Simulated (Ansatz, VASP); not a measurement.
# LiF: VASP beside Ansatz

```xyz
2
Lattice="0.0000 2.0140 2.0140 2.0140 0.0000 2.0140 2.0140 2.0140 0.0000" Properties=species:S:1:pos:R:3 pbc="T T T"
Li    0.0000   -0.0088   -0.0088
F     2.0140    2.0140    2.0140
```

Change from the starting cell: all Li atoms moved +0.013 Å, as atom 1 towards its neighbour atom 1 (Li) at 2.848 Å.

Alike in both runs: task single point; functional PBEsol; k mesh 10 × 10 × 10; occupations gaussian, width 0.05 eV; no spin polarisation.

|  | VASP | Ansatz |
| --- | --- | --- |
| version | VASP 6.6.1 | Ansatz 0.2.0 |
| potentials or method | VASP PAW PBE potentials, release 64 (Li_sv, F) | scalar-relativistic, plane waves, PAW |
| plane-wave cutoff (eV) | 520 | 420 |
| valence electrons in the cell | 10 | 10 |

```tsv
	VASP	Ansatz	Ansatz less VASP
gap on the k mesh at the Fermi level (eV)	8.92	8.92	+0.001
least direct gap on the mesh (eV)	8.92	8.92	+0.001
rms of the force components (eV/Å)	0.012	0.011	-0.0009
```

Atom by atom the forces differ by 0.001 eV/Å (rms over components). With one functional, cell and mesh, what is left measures potentials, basis and numerics.

Caveats: the PAW data sets were made with another functional, which shifts forces and pressure a little (VASP). A k mesh can miss the band edges.
